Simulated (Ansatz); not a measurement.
## GaP under changes of volume

One of the cells (20.240 Å³/atom); the others are scaled copies at fixed shape and fractional positions:

```
Ga P
1.0
     0.00000    2.72525    2.72525
     2.72525    0.00000    2.72525
     2.72525    2.72525    0.00000
Ga P
1 1
Cartesian
  0.0000 0.0000 0.0000
  4.0879 4.0879 4.0879
```

* Program: Ansatz 0.2.0
* Functional: BPBE
* Potentials or basis: Ansatz PAW
* Cutoff: 420 eV (not typed: the program's choice for these potentials)
* k mesh: 8 × 8 × 8
* Occupations: fermi-dirac, width 0.05 eV
* Spin: no spin polarisation

| volume (Å³/atom) | energy over the lowest point (meV/atom) | pressure (GPa) | gap on the mesh (eV) |
| --- | --- | --- | --- |
| 19.026 | 44.44 | 8.6 | 1.51 |
| 19.431 | 25.64 | 6.3 | 1.56 |
| 19.836 | 12.33 | 4.3 | 1.61 |
| 20.240 | 3.94 | 2.4 | 1.64 |
| 20.645 | 0.00 | 0.7 | 1.60 |
| 21.050 | ? | ? | ? |
| 21.455 | 3.64 | -2.1 | 1.33 |

Task: What does the run at 21.050 Å³/atom give?

Result: Energy over the lowest point 0.03 meV/atom; pressure -0.7 GPa; gap on the mesh 1.49 eV.

Worked out: A Birch-Murnaghan fit of order 3 (a polynomial in V^(-2/3)) to the other rows has its minimum at 20.84 Å³/atom with B0 = V·E''(V) = 77 GPa and B' = 4.4. It gives 0.02 meV/atom at 21.050 Å³/atom, against the run's 0.03, and -dE/dV = -0.7 GPa, against -0.7. A parabola through the other rows of the gap, of slope -6.09 eV per unit of ln V there, gives 1.48 eV, against the run's 1.49.

Energies are extrapolated to zero smearing.

Caveats: the PAW data sets come from PBE, with cores solved anew for the run's functional, which leaves a small shift of forces and pressure.

A mesh can miss the band edges. Spin-orbit coupling on Ga is left out.
